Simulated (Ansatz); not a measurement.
Si (I4/mmm)

Level of theory: DFT PBE, scalar-relativistic, plane waves, PAW (Ansatz).

Plane waves to 420 eV, a k mesh through Γ of 10×10×10 on the computed 4-atom cell and Gaussian smearing (0.01 eV); no spin polarisation.

The structure is relaxed at this level of theory with its symmetry kept. This form isn't the element's structure at ambient conditions.

```
Si
1.0
    -3.34576    3.34576    1.93051
     3.34576   -3.34576    1.93051
     3.34576    3.34576   -1.93051
Si
4
Cartesian
  1.1952 1.1952 0.0000
  2.1506 2.1506 1.9305
  2.1506 -2.1506 1.9305
  -2.1506 2.1506 1.9305
```

```json
{
  "Space group": "I4/mmm (No. 139)",
  "Volume per atom": "21.61 Å³",
  "Formation energy from the elements' standard states (uncorrected)": "+0.100 eV/atom",
  "Kohn–Sham band gap": "0.26 eV",
  "Löwdin character of the top 1 eV of the valence band": "Si 3p 96 %",
  "Löwdin character of the lowest 1 eV of the conduction band": "Si 3p 57 %, Si 3s 30 %, unprojected 13 %",
  "Bader charges (e)": "Si (4 in the cell) 0.00"
}
```